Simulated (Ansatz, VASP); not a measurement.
## One calculation of Sn3Se, two programs

The input INCAR:

```
ALGO = Normal ; EDIFF = 1E-6
ENCUT = 520 ; GGA = PE
ISIF = 2 ; ISMEAR = -1
LASPH = True ; LCHARG = True
LELF = True ; LREAL = False
LVHAR = True ; LWAVE = False
NBANDS = 32 ; NELM = 80
PREC = Accurate ; SIGMA = 0.1
```

The input KPOINTS:

```
k-points
0
Gamma
  5 5 5
```

Contents of POSCAR:

```
Sn3Se
1.0
    4.7836598224      0.0000000000      0.0000000000
    0.0000000000      4.7836598224      0.0000000000
    0.0000000000      0.0000000000      4.7836598224
Sn Se
3 1
Direct
    0.0000000000      0.5000000000      0.5000000000
    0.5000000000      0.0000000000      0.5000000000
    0.5000000000      0.5000000000      0.0000000000
    0.0000000000      0.0000000000      0.0000000000
```

Input for Ansatz:

```yaml
crystal:
  lattice:
    - [4.783659822407602, 0.0, 0.0]
    - [0.0, 4.783659822407602, 0.0]
    - [0.0, 0.0, 4.783659822407602]
  atoms:
    - { symbol: Sn, position: [0.0, 0.5, 0.5] }
    - { symbol: Sn, position: [0.5, 0.0, 0.5] }
    - { symbol: Sn, position: [0.5, 0.5, 0.0] }
    - { symbol: Se, position: [0.0, 0.0, 0.0] }
basis:
  ecutwfc: 450.0
kpoints:
  mp_grid:
    grid: [5, 5, 5]
hamiltonian:
  xc: pbe
scf:
  occupations:
    method: fermi_dirac
    width: 0.1
output:
  stress: true
```

The cell comes from a database or a generator and needn't be the stable form of this composition.

Alike in both runs: task single point; functional PBE; k mesh 5 × 5 × 5; occupations fermi-dirac, width 0.1 eV; no spin polarisation.

```csv
,VASP,Ansatz
version,VASP 6.6.1,Ansatz 0.2.0
potentials or method,"VASP PAW PBE potentials, release 64 (Sn_d, Se)","plane waves, PAW"
plane-wave cutoff (eV),520,450
valence electrons in the cell,48,58
```

```tsv
	VASP	Ansatz	Ansatz less VASP
pressure (GPa)	-0.8	-0.8	+0.03
```

The two sets of potentials don't hold the same shells in valence.
